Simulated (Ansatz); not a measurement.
## Strain response of ZrSi$_{2}$

Computed with Ansatz, DFT PBEsol, scalar-relativistic, plane waves, PAW. Run with 420 eV cutoff, 10×4×10 k-mesh, Gaussian smearing of 0.10 eV, no spin polarisation.

Starting point, cell and atoms relaxed:

```
CELL_PARAMETERS angstrom
3.67426 0.00000 0.00000
0.00000 14.56589 0.00000
0.00000 0.00000 3.65677
ATOMIC_POSITIONS crystal
Zr 0.00000 0.10472 0.25000
Zr 0.50000 0.39528 0.75000
Zr 0.50000 0.60472 0.25000
Zr 0.00000 0.89528 0.75000
Si 0.00000 0.44604 0.25000
Si 0.50000 0.05396 0.75000
Si 0.50000 0.24977 0.25000
Si 0.00000 0.25023 0.75000
Si 0.50000 0.94604 0.25000
Si 0.00000 0.55396 0.75000
Si 0.00000 0.74977 0.25000
Si 0.50000 0.75023 0.75000
```

Deformation: all cell vectors scaled alike, the atoms relaxed, all within the symmetry that the strain leaves. Energies are extrapolated to zero smearing. Stress is positive in compression, on the Cartesian axes of the cell above.

Strains computed: -4.0, -2.0, +2.0 %.

**Question.** At which strain does the energy stand 114.9 meV/atom over the relaxed crystal with σxx = 23.04, σyy = 17.93, σzz = 24.34 GPa?

**Answer.** -4.0 %.